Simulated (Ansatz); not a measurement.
**Nudged elastic band run: Zr₄Si₄HO₁₆**

Input:

```yaml
crystal:
  lattice:
    - [6.5592, 0.0, 0.0]
    - [0.0, 6.5592, 0.0]
    - [0.0, 0.0, 5.9553]
  atoms:
    - { symbol: Zr, position: [-0.00436715, 0.50320674, 0.24909207] }
    - { symbol: Zr, position: [-0.00436869, -0.0022605, 0.0007998] }
    - { symbol: Si, position: [-0.00125575, 0.00164569, 0.50007416] }
    - { symbol: Si, position: [0.49642719, 0.00159524, 0.24981082] }
    - { symbol: O, position: [0.48404882, 0.31483032, 0.81889798] }
    - { symbol: O, position: [0.68086683, 0.01184494, 0.06905627] }
    - { symbol: O, position: [0.00239192, 0.18369362, 0.31344288] }
    - { symbol: O, position: [0.31074266, -0.00780757, 0.07043242] }
    - { symbol: O, position: [0.48404606, 0.18612354, 0.43099305] }
    - { symbol: O, position: [0.18523084, -0.03505565, 0.67877907], spin: 0.1 }
    - { symbol: O, position: [0.5112262, 0.81548209, 0.42797796] }
    - { symbol: O, position: [0.31074541, 0.50876102, 0.17945871] }
    - { symbol: Zr, position: [0.49931397, -0.00133379, 0.75038516] }
    - { symbol: Zr, position: [0.49931801, 0.50228786, 0.49950549] }
    - { symbol: Si, position: [0.49642938, 0.49935865, 7.937e-05] }
    - { symbol: Si, position: [-0.00125246, 0.49930019, 0.74981785] }
    - { symbol: O, position: [-0.0168597, 0.81726027, 0.31764248] }
    - { symbol: O, position: [0.18523584, 0.53600191, 0.57111326], spin: 0.1 }
    - { symbol: O, position: [0.51122624, 0.68547225, 0.82191272] }
    - { symbol: O, position: [0.81326984, 0.49067133, 0.56959105] }
    - { symbol: O, position: [-0.01685486, 0.68368452, 0.93225104] }
    - { symbol: O, position: [0.68086897, 0.48910723, 0.18083394] }
    - { symbol: O, position: [0.00239636, 0.31725321, 0.93645091] }
    - { symbol: O, position: [0.81326689, 0.01027862, 0.68030161] }
    - { symbol: H, position: [0.1320734, 0.2504776, 0.62494715], spin: 0.48 }
magnetization:
  spin_polarized: true
basis:
  ecutwfc: 420.0
kpoints:
  mp_grid: { grid: [2, 2, 2] }
hamiltonian:
  xc: pbe
  dispersion: d3bj
  pseudopotentials: { kind: paw, azcp: { folder: soft_1 } }
scf:
  occupations: { method: gaussian, width: 0.02 }
  lower_state_search: "off"
neb:
  images: 7
  f_tol: 0.03
  initial_path: idpp
  max_iterations: 80
  final_atoms:
    - { symbol: Zr, position: [-0.01055838, 0.50636989, 0.25093517] }
    - { symbol: Zr, position: [0.00453525, 0.00439078, 0.00027271] }
    - { symbol: Si, position: [0.00175767, 0.001664, 0.50032652] }
    - { symbol: Si, position: [0.50863428, -0.0120076, 0.2489737] }
    - { symbol: O, position: [0.4908642, 0.30609442, 0.81953307] }
    - { symbol: O, position: [0.68886264, -0.01154575, 0.06364788] }
    - { symbol: O, position: [-0.00133342, 0.19008944, 0.32269669] }
    - { symbol: O, position: [0.31747597, -0.00199278, 0.07629268] }
    - { symbol: O, position: [0.5376749, 0.17192869, 0.42768004] }
    - { symbol: O, position: [0.19024381, -0.00086621, 0.67781693] }
    - { symbol: O, position: [0.50034776, 0.80441567, 0.4297885] }
    - { symbol: O, position: [0.30590915, 0.49144704, 0.18057313] }
    - { symbol: Zr, position: [0.50643741, -0.01042145, 0.74958558] }
    - { symbol: Zr, position: [0.48814228, 0.48827905, 0.50015541] }
    - { symbol: Si, position: [0.49128603, 0.49145359, 0.00010647] }
    - { symbol: Si, position: [-0.01197333, 0.50836828, 0.75155738] }
    - { symbol: O, position: [-0.00397109, 0.8200252, 0.3174378] }
    - { symbol: O, position: [0.17205868, 0.53649426, 0.57294308] }
    - { symbol: O, position: [0.49254583, 0.67852311, 0.82296276] }
    - { symbol: O, position: [0.80438274, 0.50048384, 0.57072999] }
    - { symbol: O, position: [-0.01122743, 0.68877927, 0.93674991] }
    - { symbol: O, position: [0.67835084, 0.49265822, 0.17729783] }
    - { symbol: O, position: [-0.00251099, 0.31736658, 0.92450904] }
    - { symbol: O, position: [0.82017571, -0.00431672, 0.6832492] }
    - { symbol: H, position: [0.26933806, 0.26816996, 0.49613704] }
  order_check: true
```

Launched with:

```bash
$ ansatz run input.yaml --threads 4 --pin off --max-ram 10240MiB --backend cpu --events-out ev --progress --plain --runs-dir out
```

Output, in part (warnings, iteration lines):

```
NEB end point (image 0): max|allowed force component| = 3.314e-3 eV/Å (the criterion of neb.relax_end_points is 1.000e-2)
NEB end point (image 8): max|allowed force component| = 2.164e-2 eV/Å (the criterion of neb.relax_end_points is 1.000e-2)
NEB iter   1: max|band force component| = 3.936e-1 eV/Å  barrier→ = 0.1323 eV  barrier← = 0.1162 eV  CI = image 4  Δτ_max = 0.1177 Å  (117 SCF iters)
NEB iter   2: max|band force component| = 1.846e-1 eV/Å  barrier→ = 0.1053 eV  barrier← = 0.0891 eV  CI = image 4  Δτ_max = 0.0592 Å  (56 SCF iters)
NEB iter   3: max|band force component| = 1.019e-1 eV/Å  barrier→ = 0.0961 eV  barrier← = 0.0800 eV  CI = image 4  Δτ_max = 0.0359 Å  (50 SCF iters)
NEB iter   4: max|band force component| = 6.772e-2 eV/Å  barrier→ = 0.0943 eV  barrier← = 0.0781 eV  CI = image 4  Δτ_max = 0.0170 Å  (45 SCF iters)
NEB iter   5: max|band force component| = 3.032e-2 eV/Å  barrier→ = 0.0938 eV  barrier← = 0.0776 eV  CI = image 4  Δτ_max = 0.0055 Å  (41 SCF iters)
NEB iter   6: max|band force component| = 1.477e-2 eV/Å  barrier→ = 0.0936 eV  barrier← = 0.0775 eV  CI = image 4  CI's point: of a kind that is not told: the force calls were inconclusive, a negative curvature could not be distinguished from the path's own, the only one lies far off the path, or fixed occupations may fill a level only in part  Δτ_max = 0.0000 Å  (371 SCF iters)
```

It converged. By the program's own check the climbing image is of a kind that is not told: the force calls were inconclusive, a negative curvature could not be distinguished from the path's own, the only one lies far off the path, or fixed occupations may fill a level only in part (lowest curvatures found: -0.67 and 1.11 eV/Å²). Limits of this set-up: coarse k mesh, a small cell, in which the defect meets its images, a typed lattice constant that wasn't relaxed here.

Final band (atoms are numbered from 1 in the order of the input):

```tsv
image	path coordinate (Å)	energy (eV)	Zr14–H25 (Å)
0	0.00	0.000	3.01
1	0.17	0.015	2.86
2	0.35	0.051	2.72
3	0.52	0.083	2.57
4	0.69	0.094	2.42
5	0.88	0.078	2.24
6	1.07	0.040	2.10
7	1.26	0.020	2.05
8	1.45	0.016	2.04
```

Run time: 4.9 min on 4 threads of Intel(R) Xeon(R) Platinum 8488C (Sapphire Rapids) (shared host), peak memory 3.4 GiB.
